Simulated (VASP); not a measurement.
Set up this calculation in VASP 6.6.1, as the native input.

```yaml
Task: relaxation of cell and atoms
Functional: PBEsol
Potentials_or_basis: VASP PAW PBE potentials, release 64 (Ga_d)
Cutoff: 600 eV
k_mesh: 13 × 13 × 13
Occupations: fermi-dirac, width 0.05 eV
Spin: no spin polarisation
Further_INCAR_settings: ALGO = Fast; EDIFF = 1e-06; IBRION = 2; EDIFFG = -0.02; NSW = 40; ISIF = 3
```

The structure of Ga lies in POSCAR:

```
Ga
1.0
   -1.3843987196      1.3843987196      2.3112238365
    1.3843987196     -1.3843987196      2.3112238365
    1.3843987196      1.3843987196     -2.3112238365
Ga
1
Direct
    0.0000000000      0.0000000000      0.0000000000
```

This isn't the form of Ga at room conditions, which is orthorhombic.

One way to write it, as run:

INCAR

```
SYSTEM = Ga
PREC = Accurate ; ENCUT = 600
EDIFF = 1E-6 ; ISMEAR = -1
SIGMA = 0.05 ; LREAL = .False.
LASPH = .True. ; NELM = 100
ALGO = Fast ; ISIF = 3
LWAVE = .False. ; LCHARG = .False.
GGA = PS ; IBRION = 2
NSW = 40 ; EDIFFG = -0.02
PSTRESS = 0
```

KPOINTS

```
regular mesh
0
Gamma
  13 13 13
  0 0 0
```

Potentials or basis: VASP PAW PBE potentials, release 64 (Ga_d).

The run is started by

```bash
$ cat potpaw_PBE.64/Ga_d/POTCAR > POTCAR
$ mpirun -np 1 vasp_std > vasp.out
```

Results of the run:

```
Relaxed volume                         : 17.61 Å³/atom
Relaxed cell                           : a = 3.021 Å, b = 3.021 Å, c = 3.021 Å, α = 125.55°, β = 125.55°, γ = 80.63°
Space group after relaxing (to 0.05 Å) : I4/mmm (No. 139)
Energy gained by relaxing              : 0.1 meV/atom
Ionic steps                            : 4
Pressure after relaxing                : 0.0 GPa
Band gap on the k mesh                 : none (metal or under the smearing width)
```

Caveat: the PAW data sets were made with another functional, which shifts forces and pressure a little.

Wall time 27 s on 1 thread of Intel(R) Xeon(R) 6975P-C (Granite Rapids) (shared host), peak memory 0.17 GiB.
